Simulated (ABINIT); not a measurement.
Runs of ABINIT 10.8.3 (patched build) on HgTe (Coloradoite). The structure is cubic, space group F-43m (No. 216). The conventional cell has a = 6.429 Å, b = 6.429 Å, c = 6.429 Å, α = 90.00°, β = 90.00°, γ = 90.00°. Hg (site symmetry -43m) is surrounded by 4 Te at 2.78 Å. Te (site symmetry -43m) is surrounded by 4 Hg at 2.78 Å. 

```csv
task,level,potentials or basis,k mesh,cutoff (eV),fine-grid cutoff,mesh quality,gap on the mesh (eV),pressure (GPa),V0 of scaled cells (Å³/atom),B0 (GPa)
band structure,OLYP,JTH PAW PBE v2.0,7 × 7 × 7,544,1088.46 eV,not flagged,none,6.1,-,-
single point,PBEsol,JTH PAW PBE v2.0,9 × 9 × 9,544,1088.46 eV,not flagged,none,2.0,-,-
band structure,PBE,SPMS NC PBE v1.0,7 × 7 × 7,871,-,not flagged,none,4.6,-,-
equation of state,LDA,JTH PAW LDA v2.0,7 × 7 × 7,544,1088.46 eV,not flagged,-,-,33.51,48
single point,PBE,PseudoDojo NC SR PBE v0.4.1 standard,5 × 5 × 5,925,-,not flagged,none,4.5,-,-
single point,LDA,JTH PAW LDA v2.0,9 × 9 × 9,544,1088.46 eV,not flagged,none,0.3,-,-
equation of state,WC,JTH PAW PBE v2.0,7 × 7 × 7,544,1088.46 eV,not flagged,-,-,34.82,42
single point,r2SCAN,JTH PAW PBE v2.0,3 × 3 × 3,653,1251.72 eV,coarse,none,-,-,-
equation of state,LDA-Teter,JTH PAW LDA v2.0,7 × 7 × 7,544,1088.46 eV,not flagged,-,-,(a),48
single point,PBEsol,PseudoDojo NC SR PBEsol v0.4.1 standard,5 × 5 × 5,925,-,not flagged,none,(b),-,-
single point,PBE,JTH PAW PBE v2.0,3 × 3 × 3,544,1088.46 eV,coarse,none,6.2,-,-
equation of state,PBEsol,PseudoDojo NC SR PBEsol v0.4.1 standard,7 × 7 × 7,1088,-,not flagged,-,-,34.55,42
```

Alike in all rows: no spin polarisation; cell as given; smearing fermi-dirac 0.05 eV.

**Question.** Estimate the missing entries.

**Answer.** (a) 33.55; (b) 1.7.

Caveats: some runs use coarse meshes; the PAW data sets were made with another functional, which shifts forces and pressure a little (some runs); pressures at fixed basis lie under the slope of the energies (some runs).

A k mesh can miss the band edges, and the runs leave out spin-orbit coupling on Hg, Te.

A gap of «none» marks a metal or a gap under the smearing width.

Not every run made on this cell is shown here.
